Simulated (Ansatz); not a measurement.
The system is Li.

```
CELL_PARAMETERS angstrom
0.00000 2.20200 2.20200
2.20200 0.00000 2.20200
2.20200 2.20200 0.00000
ATOMIC_POSITIONS crystal
Li 0.00000 0.00000 0.00000
```

This isn't the form of Li at room conditions, which is bcc.

- Program: Ansatz 0.2.0
- Task: relaxation of cell and atoms
- Functional: BLYP
- Potentials or basis: Ansatz PAW
- Cutoff: 420 eV (not typed: the program's choice for these potentials)
- k mesh: 10 × 10 × 10
- Occupations: fermi-dirac, width 0.05 eV
- Spin: no spin polarisation

At the start: volume 21.35 Å³/atom.

**Question.** How do energy, volume and symmetry change on relaxing?

**Answer.** It ends after 4 steps and the volume is 19.95 Å³/atom (-6.6 %); space group Fm-3m (No. 225, to 0.05 Å).

Step by step:
| step | energy change (eV) | largest force (eV/Å) | volume (Å³) |
| --- | --- | --- | --- |
| 1 | 0.0000 | 0.0000 | 21.35 |
| 2 | -0.0023 | 0.0000 | 20.78 |
| 3 | -0.0036 | 0.0000 | 19.95 |
| 4 | -0.0035 | 0.0000 | 19.95 |

Final structure:
```yaml
crystal:
  lattice:
    - [0.00000, 2.15254, 2.15254]
    - [2.15254, 0.00000, 2.15254]
    - [2.15254, 2.15254, 0.00000]
  atoms:
    - { symbol: Li, position: [0.00000, 0.00000, 0.00000] }
```

Caveat: the potentials were made for another functional, which shifts forces and pressure; the plane-wave basis is chosen anew once the cell has moved, so the energies of steps on either side of that aren't comparable.
